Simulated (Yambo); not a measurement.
**AlN in Yambo: convergence with bands in self energy**

AlN:

```
Al N
1.0
     0.00000    2.18399    2.18399
     2.18399    0.00000    2.18399
     2.18399    2.18399    0.00000
Al N
1 1
Direct
  0.00000 0.00000 0.00000
  0.25000 0.25000 0.25000
```

Measurements of this composition are mostly on another form, of space group No. 186.

| Quantity | Value |
| --- | --- |
| Program | Yambo 5.3.0 |
| Task | G0W0 quasiparticle levels |
| Functional | LDA |
| Potentials or basis | PseudoDojo 0.4.1 SR LDA standard |
| Cutoff | 1143 eV |
| Density cutoff | 4572 eV |
| k mesh | 6 × 6 × 6 |
| Occupations | fixed |
| Spin | no spin polarisation |
| Form of the LDA | PW92 |
| Random integration of the Coulomb term | yes |
| Direction of the field or of q to 0 | x + y + z |
| Broadening | 0.1 eV |
| States corrected | Γ and the k points of the band edges |
| Frequency dependence of W | plasmon pole |
| Terminator of the band sum in the self-energy | none |
| Quasiparticle equation | linearised (Newton) |
| Imaginary frequency of the plasmon-pole fit | 27.2114 eV |
| Bands in the response | 104 |
| Bands in the self-energy | 9 |
| Cutoff of the response matrix | 12 Ry |
| Cutoff of exchange and Vxc | 84 Ry |
| Bands corrected (first, last) | [2, 5] |

These are the settings of the first run; the series varies bands in self energy, with any setting tied to it.

```csv
bands in self energy,quasiparticle gap at the points computed (eV)
9,4.310
14,4.354
24,4.457
44,4.611
104,4.754
```

Not settled before the last step: the quasiparticle gap at the points computed (to 0.05 eV). The tightest run that finished is the yardstick and may itself not be fully converged.

Caveat, for the tightest run too: mesh, valence shells or block size may be too small for converged GW; the basis isn't converged for GW; this version prints the column dSc/dw multiplied by 27.2.
